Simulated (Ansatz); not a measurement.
Ru, DFT, PBE, PAW with Ansatz's default frozen-core files, scalar-relativistic (Ansatz 0.2.0), run on 1 thread of Intel(R) Xeon(R) Platinum 8488C (Sapphire Rapids) on a shared host.

The cell is COD entry 9017842, as deposited and not checked against the literature; nothing was relaxed. The listed cell was then made from it by scaling, straining or moving an atom.

Command: `ansatz run input.yaml --threads 1 --pin off --max-ram 3072MiB --backend cpu --events-out ev --progress --plain --runs-dir out`

```yaml
crystal:
  lattice:
    - [2.7328573275, 0.0, 0.0]
    - [-1.3664286638, 2.3667238706, 0.0]
    - [0.0, 0.0, 4.2819]
  atoms:
    - { symbol: Ru, position: [0.3333333333, 0.6666666667, 0.25] }
    - { symbol: Ru, position: [0.6666666667, 0.3333333333, 0.75] }
kpoints:
  mp_grid: { grid: [14, 14, 8] }
scf:
  occupations: { method: fermi_dirac, width: 0.03 }
hamiltonian:
  xc: pbe
  pseudopotentials: { kind: paw }
output:
  forces: true
  stress: true
  eigenvalues: true
  efg: { contact_densities: true }
  write_density: true
  write_potential: true
  elf: true
  volumetric_format: npy
```

(1) How large is the problem that the program sets up?

(2) Estimate the wall time and the peak memory.

(3) And the same cell and mesh by crystal-made all-electron datasets, asked for forces, stress, eigenvalues, efg, on the same hardware?

## Answers

(1) 120 irreducible k-points, 537 plane waves at Γ, 20 bands.

(2) 3.4 s of wall time for 6 SCF iterations, with a peak of 0.43 GiB. Times on shared machines scatter by tens of per cent.

(3) 8.2 s, peak memory 0.55 GiB.
